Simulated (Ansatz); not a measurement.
# AlNi: an energy map of one atom

Aim: for AlNi, map the energy of atom 2 (Ni) over a plane.

Program: Ansatz 0.2.0. Level of theory: DFT PBEsol, scalar-relativistic, plane waves, PAW. These are calculated values, not measurements.

### Step 1. The starting structure

Symmetry: Cmmm, No. 65, orthorhombic system. Conventional cell: a = 3.877 Å, b = 3.906 Å, c = 3.099 Å, α = 90.00°, β = 90.00°, γ = 90.00°. Al (site symmetry mmm) has 8 Ni at 2.48 to 2.49 Å and 4 Al at 2.75 Å as nearest neighbours. Around Ni (site symmetry mmm) lie 8 Al at 2.48 to 2.49 Å and 4 Ni at 2.75 Å.

As a file:

```
CELL_PARAMETERS angstrom
1.93869 -1.95319 0.00000
1.93869 1.95319 0.00000
0.00000 0.00000 3.09943
ATOMIC_POSITIONS crystal
Al 0.00000 0.00000 0.00000
Ni 0.50000 0.50000 0.50000
```

It goes back to an entry of the Materials Project, which need not be the stable form.

The cell is taken as given, not relaxed at this level.

### Step 2. Zero of energy

The reference gives a free energy of -6330.8259 eV, pressure 0.43 GPa, largest force 0.000 eV/Å and gap on the mesh none (metal). It was computed beforehand with the settings of the runs below.

### Step 3. Next: an energy map of one atom

Atom 2 (Ni) is moved by p along (0.707, 0.707, 0.000) and q along (0.000, 0.000, 1.000) (Å), all else fixed; its images in the other cells move with it. Points alike by symmetry are run once.

### Step 4. p = -0.450, q = -0.450

Input file input.yaml:

```yaml
crystal:
  lattice:
    - [1.938694, -1.95319015, 0.0]
    - [1.938694, 1.95319015, 0.0]
    - [0.0, 0.0, 3.0994300413]
  atoms:
    - { symbol: Al, position: [0.0, 0.0, 0.0] }
    - { symbol: Ni, position: [0.4993909311, 0.336478963, 0.3548120158] }
basis:
  ecutwfc: 420
kpoints:
  mp_grid: { grid: [18, 18, 16] }
hamiltonian:
  xc: pbesol
scf:
  occupations: { method: gaussian, width: 0.15 }
output:
  forces: true
  stress: true
  eigenvalues: true
  write_density: true
  write_potential: true
  elf: true
  volumetric_format: npy
```

The run is started by

```console
ansatz run input.yaml --threads 1 --pin off --max-ram 2560MiB --backend cpu --events-out ev --progress --plain --runs-dir out
```

### Step 5. At p = -0.450, q = 0.000

Changes to input.yaml since step 4:

```diff
@@ -7,3 +7,3 @@
     - { symbol: Al, position: [0.0, 0.0, 0.0] }
-    - { symbol: Ni, position: [0.4993909311, 0.336478963, 0.3548120158] }
+    - { symbol: Ni, position: [0.4993909311, 0.336478963, 0.5] }
 basis:
@@ -20,5 +20 @@
   eigenvalues: true
-  write_density: true
-  write_potential: true
-  elf: true
-  volumetric_format: npy
```

### Step 6. At p = 0.000, q = -0.450

Changes to input.yaml since step 5:

```diff
@@ -7,3 +7,3 @@
     - { symbol: Al, position: [0.0, 0.0, 0.0] }
-    - { symbol: Ni, position: [0.4993909311, 0.336478963, 0.5] }
+    - { symbol: Ni, position: [0.5, 0.5, 0.3548120158] }
 basis:
@@ -20 +20,5 @@
   eigenvalues: true
+  write_density: true
+  write_potential: true
+  elf: true
+  volumetric_format: npy
```

### Step 7. p = -0.450, q = -0.225

Changes to input.yaml since step 6:

```diff
@@ -7,3 +7,3 @@
     - { symbol: Al, position: [0.0, 0.0, 0.0] }
-    - { symbol: Ni, position: [0.5, 0.5, 0.3548120158] }
+    - { symbol: Ni, position: [0.4993909311, 0.336478963, 0.4274060079] }
 basis:
@@ -20,5 +20 @@
   eigenvalues: true
-  write_density: true
-  write_potential: true
-  elf: true
-  volumetric_format: npy
```

### Step 8. At p = -0.225, q = -0.450

Changes to input.yaml since step 7:

```diff
@@ -7,3 +7,3 @@
     - { symbol: Al, position: [0.0, 0.0, 0.0] }
-    - { symbol: Ni, position: [0.4993909311, 0.336478963, 0.4274060079] }
+    - { symbol: Ni, position: [0.4996954656, 0.4182394815, 0.3548120158] }
 basis:
@@ -20 +20,5 @@
   eigenvalues: true
+  write_density: true
+  write_potential: true
+  elf: true
+  volumetric_format: npy
```

### Step 9. Point p = -0.225, q = 0.000

Changes to input.yaml since step 8:

```diff
@@ -7,3 +7,3 @@
     - { symbol: Al, position: [0.0, 0.0, 0.0] }
-    - { symbol: Ni, position: [0.4996954656, 0.4182394815, 0.3548120158] }
+    - { symbol: Ni, position: [0.4996954656, 0.4182394815, 0.5] }
 basis:
@@ -20,5 +20 @@
   eigenvalues: true
-  write_density: true
-  write_potential: true
-  elf: true
-  volumetric_format: npy
```

### Step 10. At p = 0.000, q = -0.225

Changes to input.yaml since step 9:

```diff
@@ -7,3 +7,3 @@
     - { symbol: Al, position: [0.0, 0.0, 0.0] }
-    - { symbol: Ni, position: [0.4996954656, 0.4182394815, 0.5] }
+    - { symbol: Ni, position: [0.5, 0.5, 0.4274060079] }
 basis:
```

### Step 11. Point p = -0.225, q = -0.225

Changes to input.yaml since step 10:

```diff
@@ -7,3 +7,3 @@
     - { symbol: Al, position: [0.0, 0.0, 0.0] }
-    - { symbol: Ni, position: [0.5, 0.5, 0.4274060079] }
+    - { symbol: Ni, position: [0.4996954656, 0.4182394815, 0.4274060079] }
 basis:
```

(Steps that only read results are left out.)

Before running it: what results should come out? Wanted: highest point; lowest point away from the origin.

As calculated:

```
                         quantity                                       value
                    highest point  1.684 eV/cell at (p, q) = (-0.450, -0.450)
lowest point away from the origin            0.145 eV/cell at (-0.225, 0.000)
```

The undisturbed cell is the lowest computed point. Read as harmonic, the points at ±0.225 Å give force constants of 5.74 eV/Å² along p and 6.46 eV/Å² along q: the atom moves more easily along p. Spin polarisation is off in the runs that give these values; a magnetic solution could lie lower.
